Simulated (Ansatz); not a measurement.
# Mg2Si: band gap under strain

How does strain move the band edges of Mg2Si (antifluorite), and do the functionals agree on it? States: +2.0 % equal strain in all directions; +3.0 % equal strain in all directions; +4.0 % equal strain in all directions.

Program: Ansatz 0.2.0. PAW datasets, plane waves. No spin polarisation and no zero-point or thermal motion.

## (1) The system as given

The unstrained cell was relaxed with r2SCAN; in each strained cell the atoms were relaxed again with r2SCAN. Names of k-points are those of the unstrained zone, where strain can split equivalent points. First state: +2.0 % equal strain in all directions.

Space group Fm-3m (No. 225), cubic; a = 6.465 Å in the conventional setting, 22.51 Å³ an atom. Near Si stand 8 Mg at 2.80 Å; near Mg stand 4 Si at 2.80 Å.

Structure file:

```cif
data_structure
_symmetry_space_group_name_H-M 'Fm-3m'
_symmetry_Int_Tables_number 225
_cell_length_a 6.4647
_cell_length_b 6.4647
_cell_length_c 6.4647
_cell_angle_alpha 90.000
_cell_angle_beta 90.000
_cell_angle_gamma 90.000
_cell_volume 270.17
loop_
_atom_site_label
_atom_site_type_symbol
_atom_site_symmetry_multiplicity
_atom_site_Wyckoff_symbol
_atom_site_fract_x
_atom_site_fract_y
_atom_site_fract_z
_atom_site_occupancy
Si1 Si 4 a 0.00000 0.00000 0.00000 1
Mg1 Mg 8 c 0.25000 0.75000 0.75000 1
```

From earlier runs on the unstrained cell: PBE 0.20 eV, r2SCAN 0.45 eV, HSE06 0.56 eV; a = 6.338 Å.

## (2) +2.0 % equal strain in all directions: PBE

The input, input.yaml:

```yaml
crystal:
  lattice:
    - [0.0, 3.2323424492, 3.2323424492]
    - [3.2323424492, 0.0, 3.2323424492]
    - [3.2323424492, 3.2323424492, 0.0]
  atoms:
    - { symbol: Si, position: [0.0, 0.0, 0.0] }
    - { symbol: Mg, position: [0.25, 0.25, 0.25] }
    - { symbol: Mg, position: [0.75, 0.75, 0.75] }
kpoints:
  mp_grid: { grid: [8, 8, 8] }
  band_path:
    path:
      - [0.0, 0.0, 0.0]
      - [0.5, 0.0, 0.5]
      - [0.625, 0.25, 0.625]
      - [0.375, 0.375, 0.75]
      - [0.5, 0.5, 0.5]
      - [0.5, 0.25, 0.75]
      - [0.0, 0.5, 0.5]
    npoints: 1
hamiltonian:
  xc: pbe
scf:
  occupations: { method: fermi_dirac, width: 0.02 }
  n_extra_bands: 4
output:
  forces: true
  stress: true
  eigenvalues: true
```

Run with:

```
> ansatz run input.yaml --threads 2 --pin off --max-ram 20275MiB --backend cpu --events-out ev --progress --plain --runs-dir out
```

After this run come: +2.0 % equal strain in all directions: r2SCAN; +2.0 % equal strain in all directions: HSE06; +3.0 % equal strain in all directions: PBE; +3.0 % equal strain in all directions: r2SCAN; +3.0 % equal strain in all directions: HSE06; +4.0 % equal strain in all directions: PBE; +4.0 % equal strain in all directions: r2SCAN; +4.0 % equal strain in all directions: HSE06.

Before running it: what results should come out?

The runs gave:

Least gap in eV (negative: overlap), with the change from the unstrained cell in brackets:

| state | volume change (%) | PBE | r2SCAN | HSE06 |
| --- | --- | --- | --- | --- |
| +2.0 % equal strain in all directions | +6.1 | 0.27 (+0.07) | 0.51 (+0.06) | 0.62 (+0.06) |
| +3.0 % equal strain in all directions | +9.3 | 0.30 (+0.10) | 0.53 (+0.08) | 0.65 (+0.09) |
| +4.0 % equal strain in all directions | +12.5 | 0.25 (+0.05) | 0.56 (+0.11) | 0.66 (+0.10) |

What this shows: With HSE06, of the states in the table +4.0 % equal strain in all directions shifts the gap most, by +0.102 eV. PBE and HSE06 differ by 0.36 eV on the unstrained gap, and by at most 0.05 eV on its change: the two disagree on the size of the gap but agree on its response to strain.
